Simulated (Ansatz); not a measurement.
# Frozen normal mode in WSe$_{2}$

Computed with Ansatz, DFT r2SCAN, scalar-relativistic, plane waves, PAW. Cutoff 500 eV, Γ-centred 12×12×2 k-points, Gaussian smearing of 0.05 eV. Spin–orbit coupling is left out, which can shift energies with elements as heavy as these. No spin polarisation. Energies are free energies at this smearing, counted from the undisturbed cell; pressure is positive in compression.

The starting cell (as given, not relaxed at this level; it stands at -0.2 GPa; this form isn't the usual structure):

```
W Se
1.0
     3.31794    0.00000    0.00000
    -1.65897    2.87342    0.00000
     0.00000    0.00000   16.65814
W Se
1 2
Cartesian
  -1.6590 2.8734 0.0000
  0.0000 1.9156 1.6623
  0.0000 1.9156 14.9959
```

The cell holds layers and no dispersion correction was added, so their binding is poorly described.

A zone-centre mode of this cell is frozen in: each atom moves by x times its row below, so x is the largest displacement.
```
atom ux uy uz
  W1   0.000   0.000  0.000
 Se2   0.707   0.707  0.000
 Se3  -0.707  -0.707  0.000
```

```csv
x (Å),ΔE (meV/cell)
-0.3000,778.8
-0.1500,195.8
0.0000,0.0
0.0375,12.3
0.0750,49.0
0.1125,110.2
0.1875,305.7
0.2250,439.6
0.2625,597.4
```

Q: Predict the pressure (GPa) at each point.

A:
| x (Å) | pressure (GPa) |
| --- | --- |
| -0.3000 | 1.6 |
| -0.1500 | 0.3 |
| 0.0000 | -0.2 |
| 0.0375 | -0.1 |
| 0.0750 | 0.0 |
| 0.1125 | 0.1 |
| 0.1875 | 0.5 |
| 0.2250 | 0.9 |
| 0.2625 | 1.2 |